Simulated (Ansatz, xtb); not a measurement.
C3H6O: which of two isomers lies lower

Structure X: `CCC=O`, a singlet. Structure Y: `CC(C)=O`, a singlet. Both are isolated molecules in the gas phase, relaxed with B3LYP-D3(BJ)/def2-SVP; the shapes shown needn't be the lowest conformers.

X (Å):

```xyz
10

C    -1.1713    0.6829   -0.5701
C     0.2120    0.1719   -0.9855
C     0.4445   -1.2634   -0.5756
O     0.8385   -2.1388   -1.3025
H    -1.2870    1.7487   -0.8171
H    -1.3303    0.5732    0.5153
H    -1.9724    0.1288   -1.0842
H     0.9930    0.7758   -0.4851
H     0.3768    0.2490   -2.0713
H     0.2160   -1.4757    0.5066
```

Y (Å):

```xyz
10

C    -1.6386    0.3027   -2.6527
C    -0.9277    0.8990   -1.4511
C     0.5031    0.4446   -1.2249
O    -1.4708    1.6915   -0.7153
H    -1.6718   -0.7966   -2.5720
H    -2.6595    0.7010   -2.7165
H    -1.0884    0.5376   -3.5792
H     1.1253    0.6872   -2.1025
H     0.5426   -0.6503   -1.0993
H     0.9128    0.9356   -0.3327
```

Problem. Estimate E(Y) − E(X) at the level CCSD(T)/def2-TZVP.

Solution. Calculated at CCSD(T)/def2-TZVP: E(Y) − E(X) = −31.0 kJ/mol, so structure Y lies lower.

How the difference moves with the method:

```json
{"level": "GFN2-xTB", "geometry": "GFN2-xTB", "E(Y) − E(X) (kJ/mol)": "−36.3", "departure from the last row (kJ/mol)": "−5.4", "job, with rough time for the two": "optimisation, 0.071 s"}
{"level": "HF/STO-3G", "geometry": "GFN2-xTB", "E(Y) − E(X) (kJ/mol)": "−27.1", "departure from the last row (kJ/mol)": "+3.9", "job, with rough time for the two": "single point, 0.16 s"}
{"level": "r2SCAN-D4/def2-SVP", "geometry": "GFN2-xTB", "E(Y) − E(X) (kJ/mol)": "−35.0", "departure from the last row (kJ/mol)": "−4.0", "job, with rough time for the two": "single point, 2.2 s"}
{"level": "B3LYP-D3(BJ)/def2-SVP", "geometry": "B3LYP-D3(BJ)/def2-SVP", "E(Y) − E(X) (kJ/mol)": "−31.4", "departure from the last row (kJ/mol)": "−0.4", "job, with rough time for the two": "optimisation, 19 s"}
{"level": "HF/def2-TZVP", "geometry": "B3LYP-D3(BJ)/def2-SVP", "E(Y) − E(X) (kJ/mol)": "−31.4", "departure from the last row (kJ/mol)": "−0.4", "job, with rough time for the two": "part of the CCSD(T) run"}
{"level": "MP2/def2-TZVP", "geometry": "B3LYP-D3(BJ)/def2-SVP", "E(Y) − E(X) (kJ/mol)": "−31.5", "departure from the last row (kJ/mol)": "−0.5", "job, with rough time for the two": "part of the CCSD(T) run"}
{"level": "CCSD(T)/def2-TZVP", "geometry": "B3LYP-D3(BJ)/def2-SVP", "E(Y) − E(X) (kJ/mol)": "−31.0", "departure from the last row (kJ/mol)": "", "job, with rough time for the two": "single point, 62 s"}
```

As drawn, both hold the same kinds of bond in the same numbers. Structure X has 1 methyl group, Y 2.

None of the levels shown reverses the order. The largest departure from CCSD(T)/def2-TZVP is that of GFN2-xTB, 5.4 kJ/mol.

With harmonic frequencies from B3LYP-D3(BJ)/def2-SVP (ideal gas, rigid rotor, one conformer each, 298.15 K, 1 atm): on the last row, ΔE + ΔZPE = −33.3 kJ/mol. A mode under 50 cm⁻¹ makes harmonic enthalpies and free energies unreliable, so none is given.

The correlated steps freeze 4 core orbitals. Codes used: Ansatz 0.2.0, xtb 6.7.1; the last row on 2 threads of Arm Neoverse V2 on a shared host.
